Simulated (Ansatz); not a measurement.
The calculation used DFT PBE, scalar-relativistic, plane waves, PAW in Ansatz. All cells share a 420 eV cutoff and Γ-centred k meshes spaced at most about 0.3 Å⁻¹ (about 0.25 or finer for metals, 2π included). No spin polarisation.

Temperature and zero-point effects are left out.

Two forms of Mg₄Ge₃N were relaxed alike.

A.

Space group P-3m1 (No. 164). a = 3.199 Å, b = 3.199 Å, c = 15.786 Å, α = 90.00°, β = 90.00°, γ = 120.00°
| atom | site | symmetry | x | y | z |
| --- | --- | --- | --- | --- | --- |
| Mg | 2d | 3m. | 0.6667 | 0.3333 | 0.9342 |
| Mg | 2d | 3m. | 0.6667 | 0.3333 | 0.6415 |
| Ge | 1b | -3m. | 0.0000 | 0.0000 | 0.5000 |
| Ge | 2d | 3m. | 0.6667 | 0.3333 | 0.2208 |
| N | 1a | -3m. | 0.0000 | 0.0000 | 0.0000 |

B.

Space group P6_3/mmc (No. 194). a = 3.159 Å, b = 3.159 Å, c = 31.953 Å, α = 90.00°, β = 90.00°, γ = 120.00°
```csv
atom,site,symmetry,x,y,z
Mg,4e,3m.,0.0000,0.0000,0.7879
Mg,4f,3m.,0.6667,0.3333,0.9305
Ge,4f,3m.,0.3333,0.6667,0.6379
Ge,2a,-3m.,0.0000,0.0000,0.0000
N,2c,-6m2,0.6667,0.3333,0.7500
```

Task: Which would you expect to be lower, and how large is the difference?

Result: A is lower, by 97 meV/atom. A has space group P-3m1 (No. 164), 17.5 Å³/atom and no gap on its mesh; B has space group P6_3/mmc (No. 194), 17.3 Å³/atom and no gap. Counting Ge or N atoms around Mg (for each partner element, those within 1.25 times its shortest distance or 1.15 times the sum of covalent radii, where it is the nearest in units of that sum or under 1.3; a plus sign parts groups by distance over the sum of covalent radii; a slash parts the counts of unlike sites), A has Mg 3+3/6 and B has Mg 6. Both come from invented guesses.

Cells relaxed within their symmetry can be saddle points.
